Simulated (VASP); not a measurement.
Be:

```
Be
1.0
     0.00000    1.57905    1.57905
     1.57905    0.00000    1.57905
     1.57905    1.57905    0.00000
Be
1
Direct
  0.00000 0.00000 0.00000
```

The cell was built by a generator and needn't be a form met in nature.

Base run:

* Program: VASP 6.6.1
* Functional: AM05
* Potentials or basis: VASP PAW PBE potentials, release 64 (Be)
* Cutoff: 520 eV
* k mesh: 14 × 14 × 14
* Occupations: fermi-dirac, width 0.05 eV
* Spin: no spin polarisation

Its results: pressure -0.6 GPa.

Problem. The run is repeated on the same cell with these changes: functional from AM05 to TPSS. What comes out?

Solution. Pressure 0.0 GPa.

Caveats: the PAW data sets were made with another functional, which shifts forces and pressure a little.
